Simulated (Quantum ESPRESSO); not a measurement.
Al2Pt under changes of volume

One of the cells (17.202 Å³/atom); the others are scaled copies at fixed shape and fractional positions:

```
CELL_PARAMETERS angstrom
0.00000 2.95500 2.95500
2.95500 0.00000 2.95500
2.95500 2.95500 0.00000
ATOMIC_POSITIONS crystal
Pt 0.00000 0.00000 0.00000
Al 0.75000 0.75000 0.75000
Al 0.25000 0.25000 0.25000
```

| Property | Result |
| --- | --- |
| Program | Quantum ESPRESSO 7.5 |
| Functional | r2SCAN |
| Potentials or basis | SG15 PBE 1.2 |
| Cutoff | 1020 eV |
| Density cutoff | 4082 eV |
| k mesh | 5 × 5 × 5 |
| Occupations | fermi-dirac, width 0.05 eV |
| Spin | no spin polarisation |

| volume (Å³/atom) | energy over the lowest point (meV/atom) | pressure (GPa) |
| --- | --- | --- |
| 16.170 | 33.25 | 10.4 |
| 16.514 | 14.91 | 6.8 |
| 16.858 | ? | ? |
| 17.202 | 0.00 | 0.5 |
| 17.546 | 1.91 | -2.2 |
| 17.890 | 9.17 | -4.6 |
| 18.234 | 21.18 | -6.7 |

Problem. What does the run at 16.858 Å³/atom give?

Solution. Energy over the lowest point 4.08 meV/atom; pressure 3.4 GPa.

Worked out: A Birch-Murnaghan fit of order 3 (a polynomial in V^(-2/3)) to the other rows has its minimum at 17.26 Å³/atom with B0 = V·E''(V) = 137 GPa and B' = 4.7. It gives 4.10 meV/atom at 16.858 Å³/atom, against the run's 4.08, and -dE/dV = 3.4 GPa, against 3.4.

Energies are extrapolated to zero smearing.

Caveats: all runs use coarse meshes; the potentials were made for another functional, which shifts forces and pressure.
